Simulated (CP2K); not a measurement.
Input of a CP2K 2026.2 run:

The input pbo2_bands.inp:

```
&GLOBAL
  PROJECT pbo2_bands
  RUN_TYPE ENERGY_FORCE
  PRINT_LEVEL LOW
&END GLOBAL
&FORCE_EVAL
  METHOD QS
  STRESS_TENSOR ANALYTICAL
  &DFT
    BASIS_SET_FILE_NAME BASIS_MOLOPT_UZH
    POTENTIAL_FILE_NAME POTENTIAL_UZH
    &MGRID
      CUTOFF 850
      REL_CUTOFF 60
      NGRIDS 5
    &END MGRID
    &QS
      METHOD GPW
      EPS_DEFAULT 1.0E-9
    &END QS
    &KPOINTS
      SCHEME MONKHORST-PACK 9 9 9
      GAMMA_CENTERED T
      SYMMETRY T
      SYMMETRY_BACKEND SPGLIB
    &END KPOINTS
    &SCF
      SCF_GUESS ATOMIC
      EPS_SCF 1.0E-6
      MAX_SCF 100
      ADDED_MOS 12
      CHOLESKY OFF
      EPS_EIGVAL 1.0E-7
      &DIAGONALIZATION ON
        ALGORITHM STANDARD
      &END DIAGONALIZATION
      &MIXING ON
        METHOD BROYDEN_MIXING
        ALPHA 0.4
        BETA 1.5
        NBUFFER 8
      &END MIXING
      &SMEAR ON
        METHOD FERMI_DIRAC
        ELECTRONIC_TEMPERATURE [K] 580.226
      &END SMEAR
    &END SCF
    &XC
      &XC_FUNCTIONAL
        &MGGA_X_TASK
        &END MGGA_X_TASK
        &LDA_C_PW
        &END LDA_C_PW
      &END XC_FUNCTIONAL
    &END XC
    &PRINT
      &KPOINTS ON
      &END KPOINTS
      &MULLIKEN ON
      &END MULLIKEN
      &MO ON
        ENERGIES T
        OCCUPATION_NUMBERS T
        &EACH
          QS_SCF 0
        &END EACH
        ADD_LAST NUMERIC
      &END MO
      &BAND_STRUCTURE
        FILE_NAME bands.bs
        ADDED_MOS 2
        &KPOINT_SET
          UNITS B_VECTOR
          NPOINTS 6
          SPECIAL_POINT GAMMA 0.00000000 0.00000000 0.00000000
          SPECIAL_POINT X 0.50000000 0.00000000 0.50000000
          SPECIAL_POINT W 0.50000000 0.25000000 0.75000000
          SPECIAL_POINT K 0.37500000 0.37500000 0.75000000
          SPECIAL_POINT GAMMA 0.00000000 0.00000000 0.00000000
          SPECIAL_POINT L 0.50000000 0.50000000 0.50000000
          SPECIAL_POINT U 0.62500000 0.25000000 0.62500000
          SPECIAL_POINT W 0.50000000 0.25000000 0.75000000
          SPECIAL_POINT L 0.50000000 0.50000000 0.50000000
          SPECIAL_POINT K 0.37500000 0.37500000 0.75000000
        &END KPOINT_SET
        &KPOINT_SET
          UNITS B_VECTOR
          NPOINTS 6
          SPECIAL_POINT U 0.62500000 0.25000000 0.62500000
          SPECIAL_POINT X 0.50000000 0.00000000 0.50000000
        &END KPOINT_SET
      &END BAND_STRUCTURE
    &END PRINT
  &END DFT
  &SUBSYS
    &CELL
      A 3.8211937318 0.0000000000 0.0000000000
      B 1.9105968659 3.3092508445 0.0000000000
      C 1.9105968659 1.1030836148 3.1199916171
      PERIODIC XYZ
    &END CELL
    &COORD
      Pb  0.0000000000 0.0000000000 0.0000000000
      O   5.7317905977 3.3092508445 2.3399937128
      O   1.9105968659 1.1030836148 0.7799979043
    &END COORD
    &KIND Pb
      BASIS_SET TZVP-MOLOPT-SCAN-GTH-q4
      POTENTIAL GTH-SCAN-q4
    &END KIND
    &KIND O
      BASIS_SET TZVP-MOLOPT-SCAN-GTH-q6
      POTENTIAL GTH-SCAN-q6
    &END KIND
    &PRINT
      &ATOMIC_COORDINATES ON
      &END ATOMIC_COORDINATES
      &CELL ON
      &END CELL
      &SYMMETRY ON
      &END SYMMETRY
    &END PRINT
  &END SUBSYS
  &PRINT
    &FORCES ON
    &END FORCES
    &STRESS_TENSOR ON
    &END STRESS_TENSOR
  &END PRINT
&END FORCE_EVAL
```

Potentials or basis: POTENTIAL_UZH Pb GTH-SCAN-q4, O GTH-SCAN-q6; TZVP-MOLOPT-SCAN-GTH basis.

Run with:

```console
$ OMP_NUM_THREADS=1 cp2k.psmp -i pbo2_bands.inp -o pbo2_bands.out
```

Question: Estimate the Mulliken charges.

Answer: Pb +2.24; O -1.12 e.

Question: What does it give for the pressure?

Answer: -2.1 GPa.

Levels at the corners of the path, in eV from the Fermi level:
```
point  band 6  band 7  band 8  band 9  band 10  band 11
    Γ   -2.34   -1.29   -1.29   -1.29     8.18     8.18
    X   -0.19   -0.19   -0.09    2.30     7.37    12.33
    W   -2.82   -0.23   -0.03    2.89     9.95     9.95
    K   -1.38   -0.56   -0.13    2.79     8.87    11.11
    Γ   -2.34   -1.29   -1.29   -1.29     8.18     8.18
    L   -3.01   -1.64   -1.64    3.16     9.06    10.82
    U   -1.38   -0.56   -0.13    2.79     8.87    11.11
    W   -2.82   -0.23   -0.03    2.89     9.95     9.95
    L   -3.01   -1.64   -1.64    3.16     9.06    10.82
    K   -1.38   -0.56   -0.13    2.79     8.87    11.11
    U   -1.38   -0.56   -0.13    2.79     8.87    11.11
    X   -0.19   -0.19   -0.09    2.30     7.37    12.33
```

Caveat: the potentials were made for another functional, which shifts forces and pressure; spin-orbit coupling is left out, which moves the levels of the heavy elements; the basis of atomic orbitals isn't converged, which shifts pressures, moduli and gaps.
